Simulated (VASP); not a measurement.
# TiS2 (P-3m1) in VASP: settings compared

Aim: see how the results for TiS2 move with the level of theory and the settings. Levels: B3LYP, r2SCANh. Tasks: single point.

Everything below comes from runs of VASP 6.6.1. Logs are shortened: lines on timing, memory, paths and dates and some standing lists are left out, and cuts for length are marked.

### 1 Starting point

Symmetry: P-3m1, No. 164, trigonal system. Conventional cell: a = 3.412 Å, b = 3.412 Å, c = 5.695 Å, α = 90.00°, β = 90.00°, γ = 120.00°. Around Ti (site symmetry -3m) lie 6 S at 2.43 Å. Around S (site symmetry 3m) lie 3 Ti at 2.43 Å.

### 2 Single point, B3LYP

POSCAR reads:

```
TiS2
1.0
    3.4120000000      0.0000000000      0.0000000000
   -1.7060000000      2.9548786800      0.0000000000
    0.0000000000      0.0000000000      5.6950000000
Ti S
1 2
Direct
    0.0000000000      0.0000000000      0.0000000000
    0.3333333333      0.6666666667      0.2500000000
    0.6666666667      0.3333333333      0.7500000000
```

INCAR.step1 reads:

```
SYSTEM = TiS2
PREC = Accurate
ENCUT = 520
EDIFF = 1E-5
ISMEAR = -1
SIGMA = 0.05
LREAL = .FALSE.
LASPH = .TRUE.
NELM = 100
ALGO = Normal
ISIF = 2
LWAVE = .TRUE.
GGA = PE
NBANDS = 19
```

INCAR.step2 reads:

```
SYSTEM = TiS2
PREC = Accurate
ENCUT = 520
EDIFF = 1E-6
ISMEAR = -1
SIGMA = 0.05
LREAL = .FALSE.
LASPH = .TRUE.
NELM = 100
ALGO = Normal
ISIF = 2
LWAVE = .FALSE.
LCHARG = .TRUE.
GGA = B3
LHFCALC = .TRUE.
AEXX = 0.2
AGGAX = 0.72
AGGAC = 0.81
ALDAC = 0.19
PRECFOCK = Normal
HFRCUT = -1
LELF = .TRUE.
LVHAR = .TRUE.
ISTART = 1
NBANDS = 19
```

KPOINTS reads:

```
Automatic mesh
0
G
  5 5 3
  0 0 0
```

Potentials or basis: VASP PAW PBE potentials, release 64 (Ti_sv, S).

Launch:

```console
$ cat potpaw_PBE.64/Ti_sv/POTCAR potpaw_PBE.64/S/POTCAR > POTCAR
$ cp INCAR.step1 INCAR
$ mpirun -np 1 vasp_std > vasp.out
$ cp INCAR.step2 INCAR
$ mpirun -np 1 vasp_std > vasp.out
```

OUTCAR:

```text
SYSTEM = TiS2
   PREC = Accurate
   ENCUT = 520
   EDIFF = 1E-6
   ISMEAR = -1
   LREAL = .FALSE.
   LASPH = .TRUE.
   NELM = 100
   ISIF = 2
   GGA = B3
   LHFCALC = .TRUE.
   AEXX = 0.2
   PRECFOCK = Normal
   ISTART = 1

 ion  position               nearest neighbor table
   1  0.000  0.000  0.000-   2 2.43   3 2.43   3 2.43   2 2.43   3 2.43   2 2.43
   2  0.333  0.667  0.250-   1 2.43   1 2.43   1 2.43
   3  0.667  0.333  0.750-   1 2.43   1 2.43   1 2.43

  LATTYP: Found a hexagonal cell.
 ALAT       =     3.4120000000
 C/A-ratio  =     1.6691090270

  Lattice vectors:

 A1 = (   3.4120000000,   0.0000000000,   0.0000000000)
 A2 = (  -1.7060000000,   2.9548786800,   0.0000000000)
 A3 = (   0.0000000000,   0.0000000000,   5.6950000000)

Analysis of symmetry for initial positions (statically):
=====================================================================
 Subroutine PRICEL returns:
 Original cell was already a primitive cell.

 Routine SETGRP: Setting up the symmetry group for a
 hexagonal supercell.

 Subroutine GETGRP returns: Found 12 space group operations
 (whereof 12 operations were pure point group operations)
 out of a pool of 24 trial point group operations.

The static configuration has the point symmetry D_3d.

Analysis of symmetry for dynamics (positions and initial velocities):
=====================================================================
 Subroutine PRICEL returns:
 Original cell was already a primitive cell.

 Routine SETGRP: Setting up the symmetry group for a
 hexagonal supercell.

 Subroutine GETGRP returns: Found 12 space group operations
 (whereof 12 operations were pure point group operations)
 out of a pool of 24 trial point group operations.

The dynamic configuration has the point symmetry D_3d.

 Subroutine INISYM returns: Found 12 space group operations
 (whereof 12 operations are pure point group operations),
 and found     1 'primitive' translations

----------------------------------------------------------------------------------------

                                     Primitive cell

  volume of cell :      57.4173

  direct lattice vectors                    reciprocal lattice vectors
     3.412000000  0.000000000  0.000000000     0.293083236  0.169211685  0.000000000
    -1.706000000  2.954878680  0.000000000     0.000000000  0.338423370  0.000000000
     0.000000000  0.000000000  5.695000000     0.000000000  0.000000000  0.175592625

  length of vectors
     3.412000000  3.412000002  5.695000000     0.338423370  0.338423370  0.175592625

  position of ions in fractional coordinates (direct lattice)
     0.000000000  0.000000000  0.000000000
     0.333333333  0.666666667  0.250000000
     0.666666667  0.333333333  0.750000000

  ion indices of the primitive-cell ions
   primitive index   ion index
                 1           1
                 2           2
                 3           3

----------------------------------------------------------------------------------------

 KPOINTS: Automatic mesh

Automatic generation of k-mesh.
 Grid dimensions read from file:
 generate k-points for:    5    5    3

 Generating k-lattice:

  Cartesian coordinates                     Fractional coordinates (reciprocal lattice)
     0.058616647  0.033842337  0.000000000     0.200000000 -0.000000000  0.000000000
     0.000000000  0.067684674  0.000000000     0.000000000  0.200000000  0.000000000
     0.000000000  0.000000000  0.058530875     0.000000000  0.000000000  0.333333333

  Length of vectors
     0.067684674  0.067684674  0.058530875

  Shift w.r.t. Gamma in fractional coordinates (k-lattice)
     0.000000000  0.000000000  0.000000000

 Subroutine IBZKPT returns following result:
 ===========================================

 Found     12 irreducible k-points:

 Following reciprocal coordinates:
            Coordinates               Weight
  0.000000  0.000000  0.000000      1.000000
  0.200000  0.000000  0.000000      6.000000
  0.400000  0.000000  0.000000      6.000000
  0.200000  0.200000  0.000000      6.000000
  0.400000  0.200000  0.000000      6.000000
  0.000000  0.000000  0.333333      2.000000
  0.200000  0.000000  0.333333      6.000000
  0.000000  0.200000  0.333333      6.000000
  0.400000  0.000000  0.333333      6.000000
  0.000000  0.400000  0.333333      6.000000
  0.200000  0.200000  0.333333     12.000000
  0.400000  0.200000  0.333333     12.000000
   k-points           NKPTS =     12   k-points in BZ     NKDIM =     75   number of bands    NBANDS=     19
   number of dos      NEDOS =    301   number of ions     NIONS =      3
   total plane-waves  NPLWV =  32928
   dimension x,y,z NGX =    28 NGY =   28 NGZ =   42
   dimension x,y,z NGXF=    56 NGYF=   56 NGZF=   84
   ions per type =               1   2
   NGX,Y,Z   is equivalent  to a cutoff of  13.64, 13.64, 12.26 a.u.
   NGXF,Y,Z  is equivalent  to a cutoff of  27.29, 27.29, 24.52 a.u.
 SYSTEM =  TiS2
   PREC   = accura    normal or accurate (medium, high low for compatibility)
   ISTART =      1    job   : 0-new  1-cont  2-samecut
   ICHARG =      0    charge: 1-file 2-atom 10-const
   ISPIN  =      1    spin polarized calculation?
   LNONCOLLINEAR =      F non collinear calculations
   LSORBIT =      F    spin-orbit coupling
   LASPH  =      T    aspherical Exc in radial PAW
   ENCUT  =  520.0 eV  38.22 Ry    6.18 a.u.   6.34  6.34 10.59*2*pi/ulx,y,z
   NELM   =    100;   NELMIN=  2; NELMDL=  0     # of ELM steps
   EDIFF  = 0.1E-05   stopping-criterion for ELM
   LREAL  =      F    real-space projection
   EDIFFG = 0.1E-04   stopping-criterion for IOM
   NSW    =      0    number of steps for IOM
   IBRION =     -1    ionic relax: 0-MD 1-quasi-New 2-CG
   NFREE  =      0    steps in history (QN), initial steepest desc. (CG)
   ISIF   =      2    stress and relaxation
   ISYM   =      3    0-nonsym 1-usesym 2-fastsym
   POTIM  = 0.5000    time-step for ionic-motion
   TEBEG  =    0.0;   TEEND  =   0.0 temperature during run
   PSTRESS=    0.0 pullay stress
   NELECT =      24.0000    total number of electrons
   NUPDOWN=      -1.0000    fix difference up-down
   EMIN   =  10.00;   EMAX   =-10.00  energy-range for DOS
   EFERMI =   0.00;   METHOD = LEGACY
   ISMEAR =    -1;   SIGMA  =   0.05  broadening in eV -4-tet -1-fermi 0-gaus
   EFERMI_NEDOS =   21; number of points for ismear=-14 and -15
   IALGO  =     38    algorithm
   IMIX   =      1    mixing-type and parameters
     AMIX     =   0.40;   BMIX     =  1.00
     AMIX_MAG =   1.60;   BMIX_MAG =  1.00
  volume/ion in A,a.u.               =      19.14       129.16
  Fermi-wavevector in a.u.,A,eV,Ry     =   1.224046  2.313112 20.385458  1.498289
  Thomas-Fermi vector in A             =   2.359135
   LORBIT       =      0    0 simple, 1 ext, 2 COOP (PROOUT), +10 PAW based schemes
   GGA     = B3    functional components
   LHFCALC =     T    Hartree Fock is set to
   PRECFOCK=normal    Normal, Fast or Accurate (Low or Medium for compatibility)
   ENCUT4O =  -1.0   cutoff for four orbital integrals eV
   NKREDX  =     1    reduce k-point grid by
   NKREDY  =     1    reduce k-point grid by
   NKREDZ  =     1    reduce k-point grid by
   AEXX    =    0.2000 exact exchange contribution
   HFSCREEN=    0.0000 screening length (either q_TF or 0.3 A-1)
   HFSCREENC=   0.0000 screening length for correlation (either q_TF or 0.3 A-1)
   ENCUTFOCK=  -1.0 apply spherical cutoff to Coloumb kernel
   IVDW    =     0    specifies the selected vdW correction
   LEPSILON=     F    determine dielectric tensor
   LRPA    =     F    only Hartree local field effects (RPA)
 non-spin polarized calculation
  energy-cutoff  :      520.00
  volume of cell :       57.42
 maximum number of plane-waves:      1559
 NGX is ok and might be reduce to    28
  NGX = 20; NGY = 20; NGZ = 36

 number of electron      23.9999999 magnetization

 Free energy of the ion-electron system (eV)
  ---------------------------------------------------
  ext. energy  EPLUGINS =         0.00000000
  ---------------------------------------------------
  free energy    TOTEN  =       -23.30801304 eV

  energy without entropy =      -23.30801017  energy(sigma->0) =      -23.30801161

 E-fermi :   5.6047     XC(G=0):  -8.0529

 val. band max:        5.0966455607   @ k =   0.0000   0.0000   0.0000
 cond. band min:       6.1626780802   @ k =   0.0000   0.4000   0.3333
 fundamental gap:      1.0660325195
 Fermi energy:         5.6046979844

 k-point     1 :       0.0000    0.0000    0.0000
  band No.  band energies     occupation
      1     -56.5464      2.00000
      2     -31.5879      2.00000
      3     -31.5293      2.00000
      4     -31.5293      2.00000
      5      -9.9577      2.00000
      6      -8.1603      2.00000
[... 11 lines left out ...]
     18      12.6001      0.00000
     19      13.4268      0.00000

 k-point     2 :       0.2000    0.0000    0.0000
  band No.  band energies     occupation
      1     -56.5413      2.00000
      2     -31.5811      2.00000
      3     -31.5786      2.00000
      4     -31.5423      2.00000
      5      -9.4786      2.00000
      6      -8.0681      2.00000
[... 11 lines left out ...]
     18      14.1018      0.00000
     19      14.8807      0.00000

 k-point     3 :       0.4000    0.0000    0.0000
  band No.  band energies     occupation
      1     -56.5344      2.00000
      2     -31.6570      2.00000
      3     -31.5658      2.00000
      4     -31.5601      2.00000
      5      -8.4623      2.00000
      6      -7.9857      2.00000
[... 11 lines left out ...]
     18      13.5536      0.00000
     19      13.9132      0.00000

 k-point     4 :       0.2000    0.2000    0.0000
  band No.  band energies     occupation
      1     -56.5351      2.00000
      2     -31.6300      2.00000
      3     -31.5716      2.00000
      4     -31.5675      2.00000
      5      -8.7165      2.00000
      6      -7.9682      2.00000
[... 143 lines left out ...]
     18      12.6959      0.00000
     19      13.2486      0.00000

 k-point    11 :       0.2000    0.2000    0.3333
  band No.  band energies     occupation
      1     -56.5353      2.00000
      2     -31.6301      2.00000
      3     -31.5714      2.00000
      4     -31.5673      2.00000
      5      -8.5479      2.00000
      6      -8.1606      2.00000
[... 11 lines left out ...]
     18      14.4854      0.00000
     19      14.7720      0.00000

 k-point    12 :       0.4000    0.2000    0.3333
  band No.  band energies     occupation
      1     -56.5319      2.00000
      2     -31.6541      2.00000
      3     -31.5931      2.00000
      4     -31.5624      2.00000
      5      -8.1072      2.00000
      6      -7.9164      2.00000
[... 11 lines left out ...]
     18      13.4167      0.00000
     19      14.8034      0.00000

------------------------ aborting loop because EDIFF is reached ----------------------------------------

  FORCE on cell =-STRESS in cart. coord.  units (eV):
  Direction    XX          YY          ZZ          XY          YZ          ZX
  --------------------------------------------------------------------------------------
  -------------------------------------------------------------------------------------
  Total        1.2791036      1.2791036      0.5082470      0.0000000     -0.0000000      0.0000000
  in kB       35.6922484     35.6922484     14.1821811      0.0000000     -0.0000000      0.0000000
  external PRESSURE =      28.5222260 kB  Pullay stress =       0.0000000 kB

 VOLUME and BASIS-vectors are now :
 -----------------------------------------------------------------------------
  energy-cutoff  :      520.00
  volume of cell :       57.42
      direct lattice vectors                 reciprocal lattice vectors
     3.412000000  0.000000000  0.000000000     0.293083236  0.169211685  0.000000000
    -1.706000000  2.954878680  0.000000000     0.000000000  0.338423370  0.000000000
     0.000000000  0.000000000  5.695000000     0.000000000  0.000000000  0.175592625

 POSITION                                       TOTAL-FORCE (eV/Angst)
 -----------------------------------------------------------------------------------
      0.00000      0.00000      0.00000         0.000000      0.000000      0.000000
     -0.00000      1.96992      1.42375         0.000000      0.000000     -0.374853
      1.70600      0.98496      4.27125        -0.000000      0.000000      0.374853
 -----------------------------------------------------------------------------------
    total drift:                                0.000000     -0.000000      0.000000

  FREE ENERGIE OF THE ION-ELECTRON SYSTEM (eV)
  ---------------------------------------------------
  free  energy   TOTEN  =       -23.3080130414 eV

  energy  without entropy=      -23.3080101734  energy(sigma->0) =      -23.30801161
```

It took 14 min on 1 thread of Intel Xeon Platinum 8488C (Sapphire Rapids), shared host; peak memory 0.19 GiB.

Results:

```
Free energy            : -23.3080 eV
Pressure               : 2.9 GPa
Largest force          : 0.375 eV/Å
Band gap on the k mesh : 1.07 eV, indirect (least direct gap 1.50 eV)
```

Forces on the atoms (eV/Å):
```
Ti   0.000  0.000  0.000
S    0.000  0.000 -0.375
S    0.000  0.000  0.375
```

Stress tensor (GPa, compression positive):
```
3.57 0.00 0.00
0.00 3.57 0.00
0.00 0.00 1.42
```

Caveat: the k mesh is coarse (spacing up to 0.43 Å⁻¹), so the values aren't converged, least of all with exact exchange; the PAW data sets were made with another functional, which shifts forces and pressure a little; an odd mesh through Γ misses points on the zone boundary, where band edges often lie.

(Part 1 of 2 ends here.)
